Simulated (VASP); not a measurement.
## FeSi2 (Linzhiite): equation of state with r2SCAN

Crystal: FeSi2 (Linzhiite).

```
CELL_PARAMETERS angstrom
2.68400 0.00000 0.00000
0.00000 2.68400 0.00000
0.00000 0.00000 5.12800
ATOMIC_POSITIONS crystal
Fe 0.00000 0.00000 0.00000
Si 0.50000 0.50000 0.73000
Si 0.50000 0.50000 0.27000
```

- Program: VASP 6.6.1
- Task: equation of state
- Functional: r2SCAN
- Potentials or basis: VASP PAW PBE potentials, release 64 (Fe, Si)
- Cutoff: 520 eV
- k mesh: 10 × 10 × 5
- Occupations: fermi-dirac, width 0.05 eV
- Spin: collinear spin, ferromagnetic start
- Starting moments: [3.0, 0.0, 0.0] μB
- Further INCAR settings: ALGO = Normal; EDIFF = 1e-06; NBANDS = 19

The equilibrium volume is 12.26 Å³/atom. The bulk modulus at fixed shape and positions is 208 GPa and the pressure derivative of the bulk modulus is 4.5.

Energy against volume, from the lowest point:
```csv
volume (Å³/atom),energy (meV/atom)
11.575,27.63
11.821,10.87
12.068,1.93
12.314,0.00
12.560,4.35
12.806,14.33
13.053,29.35
```

All runs of the series together: 17 min on 1 thread of AMD EPYC 9R45 96-Core Processor (Zen 5), with other jobs on the host.

Caveat: the cell was scaled at fixed shape and fractional positions, which overstates the stiffness of a crystal with free parameters, most of all of layers and chains; the PAW data sets were made with another functional, which shifts forces and pressure a little.
